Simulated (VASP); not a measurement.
# HfB2 (P6/mmm) in VASP: a series of runs, part 2 of 2

VASP 6.6.1.

### 3 Single point, PBEsol

INCAR

```
SYSTEM = HfB2
  PREC = Accurate
  ENCUT = 460
  EDIFF = 1E-7
  ISMEAR = 1
  SIGMA = 0.2
  LREAL = .FALSE.
  LASPH = .TRUE.
  NELM = 100
  ALGO = Normal
  ISIF = 2
  LWAVE = .FALSE.
  LCHARG = .FALSE.
  GGA = PS
  NBANDS = 12
  ADDGRID = .FALSE.
```

KPOINTS

```
Automatic mesh
0
G
  15 15 12
  0 0 0
```

POSCAR

```
HfB2
1.0
    3.1400000000      0.0000000000      0.0000000000
   -1.5700000000      2.7193197679      0.0000000000
    0.0000000000      0.0000000000      3.4800000000
Hf B
1 2
Direct
    0.0000000000      0.0000000000      0.0000000000
    0.6666666667      0.3333333333      0.5000000000
    0.3333333333      0.6666666667      0.5000000000
```

Potentials or basis: VASP PAW PBE potentials, release 64 (Hf, B).

Command:

```bash
cat potpaw_PBE.64/Hf/POTCAR potpaw_PBE.64/B/POTCAR > POTCAR
mpirun -np 1 vasp_std > vasp.out
```

OUTCAR:

```text
SYSTEM = HfB2
   PREC = Accurate
   ENCUT = 460
   EDIFF = 1E-7
   ISMEAR = 1
   LREAL = .FALSE.
   LASPH = .TRUE.
   NELM = 100
   ISIF = 2
   GGA = PS

 Found    189 irreducible k-points:

 Following reciprocal coordinates:
            Coordinates               Weight
  0.000000  0.000000  0.000000      1.000000
  0.066667 -0.000000  0.000000      6.000000
  0.133333  0.000000  0.000000      6.000000
  0.200000  0.000000  0.000000      6.000000
  0.266667  0.000000  0.000000      6.000000
  0.333333  0.000000  0.000000      6.000000
   k-points           NKPTS =    189   k-points in BZ     NKDIM =    189   number of bands    NBANDS=     12
   number of dos      NEDOS =    301   number of ions     NIONS =      3
   total plane-waves  NPLWV =  13824
   dimension x,y,z NGX =    24 NGY =   24 NGZ =   24
   dimension x,y,z NGXF=    48 NGYF=   48 NGZF=   48
   ions per type =               1   2
   NGX,Y,Z   is equivalent  to a cutoff of  12.71, 12.71, 11.47 a.u.
   NGXF,Y,Z  is equivalent  to a cutoff of  25.41, 25.41, 22.93 a.u.
 SYSTEM =  HfB2
   PREC   = accura    normal or accurate (medium, high low for compatibility)
   ISTART =      0    job   : 0-new  1-cont  2-samecut
   ICHARG =      2    charge: 1-file 2-atom 10-const
   ISPIN  =      1    spin polarized calculation?
   LNONCOLLINEAR =      F non collinear calculations
   LSORBIT =      F    spin-orbit coupling
   LASPH  =      T    aspherical Exc in radial PAW
   ENCUT  =  460.0 eV  33.81 Ry    5.81 a.u.   5.49  5.49  6.09*2*pi/ulx,y,z
   NELM   =    100;   NELMIN=  2; NELMDL= -5     # of ELM steps
   EDIFF  = 0.1E-06   stopping-criterion for ELM
   LREAL  =      F    real-space projection
   EDIFFG = 0.1E-05   stopping-criterion for IOM
   NSW    =      0    number of steps for IOM
   IBRION =     -1    ionic relax: 0-MD 1-quasi-New 2-CG
   NFREE  =      0    steps in history (QN), initial steepest desc. (CG)
   ISIF   =      2    stress and relaxation
   ISYM   =      2    0-nonsym 1-usesym 2-fastsym
   POTIM  = 0.5000    time-step for ionic-motion
   TEBEG  =    0.0;   TEEND  =   0.0 temperature during run
   PSTRESS=    0.0 pullay stress
   NELECT =      10.0000    total number of electrons
   NUPDOWN=      -1.0000    fix difference up-down
   EMIN   =  10.00;   EMAX   =-10.00  energy-range for DOS
   EFERMI =   0.00;   METHOD = LEGACY
   ISMEAR =     1;   SIGMA  =   0.20  broadening in eV -4-tet -1-fermi 0-gaus
   EFERMI_NEDOS =   21; number of points for ismear=-14 and -15
   IALGO  =     38    algorithm
   IMIX   =      4    mixing-type and parameters
     AMIX     =   0.40;   BMIX     =  1.00
     AMIX_MAG =   1.60;   BMIX_MAG =  1.00
  volume/ion in A,a.u.               =       9.90        66.84
  Fermi-wavevector in a.u.,A,eV,Ry     =   1.138724  2.151876 17.642568  1.296692
  Thomas-Fermi vector in A             =   2.275428
   LORBIT       =      0    0 simple, 1 ext, 2 COOP (PROOUT), +10 PAW based schemes
   GGA     = PS    functional components
   LHFCALC =     F    Hartree Fock is set to
   AEXX    =    0.0000 exact exchange contribution
   IVDW    =     0    specifies the selected vdW correction
   LEPSILON=     F    determine dielectric tensor
   LRPA    =     F    only Hartree local field effects (RPA)
 non-spin polarized calculation
 Methfessel and Paxton  Order N= 1 SIGMA  =   0.20
  energy-cutoff  :      460.00
  volume of cell :       29.71
 maximum number of plane-waves:       690
 NGX is ok and might be reduce to    24
   NGX = 11   NGY = 11   NGZ = 13

 number of electron      10.0000000 magnetization

 Free energy of the ion-electron system (eV)
  ---------------------------------------------------
  ext. energy  EPLUGINS =         0.00000000
  ---------------------------------------------------
  free energy    TOTEN  =       -27.92779359 eV

  energy without entropy =      -27.92822630  energy(sigma->0) =      -27.92793783

 E-fermi :   7.8371     XC(G=0): -12.4561

 val. band max:        7.8158478863   @ k =   0.4000   0.1333   0.0000
 cond. band min:       7.8572029299   @ k =   0.0667   0.0667   0.4167
 fundamental gap:      0.0413550436
 Fermi energy:         7.8371213200

 k-point     1 :       0.0000    0.0000    0.0000
  band No.  band energies     occupation
      1      -5.8950      2.00000
      2       4.7872      2.00000
      3       4.9449      2.00000
      4       4.9449      2.00000
      5       5.0543      2.00000
      6      11.8383      0.00000
      7      11.8383      0.00000
      8      12.5024      0.00000
      9      12.5024      0.00000
     10      12.8168      0.00000
     11      12.8168      0.00000
     12      12.8835      0.00000

 k-point     2 :       0.0667   -0.0000    0.0000
  band No.  band energies     occupation
      1      -5.8030      2.00000
      2       4.6652      2.00000
      3       4.8858      2.00000
      4       4.9401      2.00000
      5       4.9685      2.00000
      6      11.6361     -0.00000
      7      11.7698     -0.00000
      8      11.9356      0.00000
      9      11.9671      0.00000
     10      13.1860      0.00000
     11      13.5082      0.00000
     12      13.6631      0.00000

 k-point     3 :       0.1333    0.0000    0.0000
  band No.  band energies     occupation
      1      -5.5317      2.00000
      2       3.9545      2.00000
      3       4.7463      2.00000
      4       4.9136      2.00000
      5       5.1427      2.00000
      6      10.6641     -0.00000
      7      11.5635     -0.00000
      8      11.5840     -0.00000
      9      12.1871      0.00000
     10      13.6739      0.00000
     11      14.3966      0.00000
     12      14.8754      0.00000

 k-point     4 :       0.2000    0.0000    0.0000
  band No.  band energies     occupation
      1      -5.0953      2.00000
      2       3.0219      2.00000
      3       4.4622      2.00000
      4       4.8439      2.00000
      5       5.4304      2.00000
      6      10.0065     -0.00000
      7      11.3288     -0.00000
      8      11.5481     -0.00000
      9      12.0205      0.00000
     10      13.8482      0.00000
     11      14.9587      0.00000
     12      15.7250      0.00000

 k-point     5 :       0.2667    0.0000    0.0000
  band No.  band energies     occupation
      1      -4.5136      2.00000
      2       2.0031      2.00000
      3       4.1833      2.00000
      4       4.7292      2.00000
      5       5.5305      2.00000
      6       9.9650     -0.00000
      7      11.0586     -0.00000
      8      11.4112     -0.00000
      9      11.8702      0.00000
     10      13.8882      0.00000
     11      15.7392      0.00000
     12      17.2444      0.00000

 k-point     6 :       0.3333    0.0000    0.0000
  band No.  band energies     occupation
      1      -3.8098      2.00000
      2       0.9638      2.00000
      3       3.9526      2.00000
      4       4.5958      2.00000
      5       5.3663      2.00000
      6      10.6469     -0.00000
      7      10.7566     -0.00000
      8      10.8190     -0.00000
      9      12.4345      0.00000
     10      13.8840      0.00000
     11      16.8539      0.00000
     12      18.1920      0.00000

 [... further k-points ...]

------------------------ aborting loop because EDIFF is reached ----------------------------------------

  FORCE on cell =-STRESS in cart. coord.  units (eV):
  Direction    XX          YY          ZZ          XY          YZ          ZX
  --------------------------------------------------------------------------------------
  -------------------------------------------------------------------------------------
  Total       -0.7186011     -0.7186011     -0.8323358     -0.0000000      0.0000000     -0.0000000
  in kB      -38.7462138    -38.7462138    -44.8786684     -0.0000000      0.0000000     -0.0000000
  external PRESSURE =     -40.7903653 kB  Pullay stress =       0.0000000 kB

 VOLUME and BASIS-vectors are now :
 -----------------------------------------------------------------------------
  energy-cutoff  :      460.00
  volume of cell :       29.71
      direct lattice vectors                 reciprocal lattice vectors
     3.140000000  0.000000000  0.000000000     0.318471338  0.183869512  0.000000000
    -1.570000000  2.719319768  0.000000000     0.000000000  0.367739025  0.000000000
     0.000000000  0.000000000  3.480000000     0.000000000  0.000000000  0.287356322

 POSITION                                       TOTAL-FORCE (eV/Angst)
 -----------------------------------------------------------------------------------
      0.00000      0.00000      0.00000        -0.000000      0.000000      0.000000
      1.57000      0.90644      1.74000        -0.000000     -0.000000      0.000000
     -0.00000      1.81288      1.74000         0.000000      0.000000      0.000000
 -----------------------------------------------------------------------------------
    total drift:                                0.000000     -0.000000      0.000000

  FREE ENERGIE OF THE ION-ELECTRON SYSTEM (eV)
  ---------------------------------------------------
  free  energy   TOTEN  =       -27.9277935941 eV

  energy  without entropy=      -27.9282262963  energy(sigma->0) =      -27.92793783
```

Wall time 18 s (1 thread of Intel Xeon Platinum 8559C (Emerald Rapids), shared host); peak memory 0.18 GiB.

The run converged, but some of its settings lie outside the range that counts as converged, so its numbers aren't taken as properties of the crystal.

Results:

* Free energy: -27.9278 eV
* Pressure: -4.1 GPa
* Band gap on the k mesh: none (metal or under the smearing width)

Caveat: the PAW data sets were made with another functional, which shifts forces and pressure a little.

### 4 Single point, PBEsol

INCAR is that of step 3.

KPOINTS is that of step 3.

POSCAR

```
HfB2
1.0
    3.1400000000      0.0000000000      0.0000000000
   -1.5700000000      2.7193197679      0.0000000000
    0.0000000000      0.0000000000      3.4800000000
Hf B
1 2
Direct
   -0.0142630000      0.0046330000     -0.0059370000
    0.6696320000      0.3380360000      0.4871880000
    0.3055440000      0.6904850000      0.5067950000
```

Command:

```bash
cat potpaw_PBE.64/Hf/POTCAR potpaw_PBE.64/B/POTCAR > POTCAR
mpirun -np 1 vasp_std > vasp.out
```

Run time: 1.9 min. Hardware: 1 thread of Intel Xeon Platinum 8559C (Emerald Rapids), shared host; peak memory 0.53 GiB.

The run converged, but some of its settings lie outside the range that counts as converged, so its numbers aren't taken as properties of the crystal.

What came out:

| Quantity | Value |
| --- | --- |
| Free energy | -27.7958 eV |
| Pressure | -2.4 GPa |
| Largest force | 1.763 eV/Å |
| Band gap on the k mesh | none (metal or under the smearing width) |

Caveat: the PAW data sets were made with another functional, which shifts forces and pressure a little.

### 5 Single point, PBEsol

Changes to INCAR since step 4:

```diff
@@ -5,3 +5,3 @@
   ISMEAR = 1
-  SIGMA = 0.2
+  SIGMA = 0.1
   LREAL = .FALSE.
```

KPOINTS is that of step 4.

POSCAR

```
HfB2
1.0
    3.1400000000      0.0000000000      0.0000000000
   -1.5700000000      2.7193197679      0.0000000000
    0.0000000000      0.0000000000      3.4800000000
Hf B
1 2
Direct
    0.0000000000      0.0000000000      0.0000000000
    0.6666666667      0.3333333333      0.5000000000
    0.3333333333      0.6666666667      0.5000000000
```

Command:

```bash
cat potpaw_PBE.64/Hf/POTCAR potpaw_PBE.64/B/POTCAR > POTCAR
mpirun -np 1 vasp_std > vasp.out
```

Wall time 17 s (1 thread of Intel Xeon Platinum 8559C (Emerald Rapids), shared host); peak memory 0.18 GiB.

These settings aren't checked as converged: the numbers below hold their error.

What came out:

* Free energy: -27.9279 eV
* Pressure: -4.1 GPa
* Band gap on the k mesh: none (metal or under the smearing width)

Caveat: the PAW data sets were made with another functional, which shifts forces and pressure a little.

### 6 For comparison

An earlier run on the cell as given: functional PBEsol; potentials or basis VASP PAW PBE potentials, release 64 (Hf_pv, B); cutoff 520 eV; k mesh 10 × 10 × 8; occupations fermi-dirac, width 0.05 eV; no spin polarisation.

- Pressure: -4.4 GPa
- Band gap on the k mesh: none (metal or under the smearing width)
